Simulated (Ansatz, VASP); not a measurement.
**CO2 in VASP and in Ansatz**

```xyz
12
Lattice="5.6200 0.0000 0.0000 0.0000 5.6200 0.0000 0.0000 0.0000 5.6200" Properties=species:S:1:pos:R:3 pbc="T T T"
O     0.9385    1.8715    3.7485
O     1.8715    3.7485    0.9385
O     3.7485    0.9385    1.8715
O     4.6815    4.6815    4.6815
O     4.6815    3.7485    1.8715
O     3.7485    1.8715    4.6815
O     1.8715    4.6815    3.7485
O     0.9385    0.9385    0.9385
C     0.0000    2.8100    2.8100
C     2.8100    2.8100    0.0000
C     2.8100    0.0000    2.8100
C     0.0000    0.0000    0.0000
```

Alike in both runs: functional LDA; k mesh 5 × 5 × 5; occupations fermi-dirac, width 0.05 eV; no spin polarisation.

|  | VASP | Ansatz |
| --- | --- | --- |
| version | VASP 6.6.1 | Ansatz 0.2.0 |
| potentials or method | VASP PAW LDA potentials, release 64 (O, C) | Ansatz PAW |
| plane-wave cutoff (eV) | 520 | 420 |
| valence electrons in the cell | 64 | 64 |
| task | single point | band structure |

Ansatz gave:

* gap on the k mesh at the Fermi level (eV): 1.14
* least direct gap on the mesh (eV): 1.14
* rms of the force components (eV/Å): 4.815

Question: Which values does VASP return?

Answer: gap on the k mesh at the Fermi level (eV): 1.11; least direct gap on the mesh (eV): 1.11; rms of the force components (eV/Å): 4.760.

Atom by atom the forces differ by 0.055 eV/Å (rms over components).

Caveats: forces of over 1 eV/Å show positions far from the minimum, so gaps and moduli don't describe the material at rest; an odd mesh through Γ misses points on the zone boundary, where band edges often lie (VASP); the PAW data sets come from PBE, with cores solved anew for the run's functional, which leaves a small shift of forces and pressure (Ansatz). As with any semilocal functional, this LDA gap is likely too small.
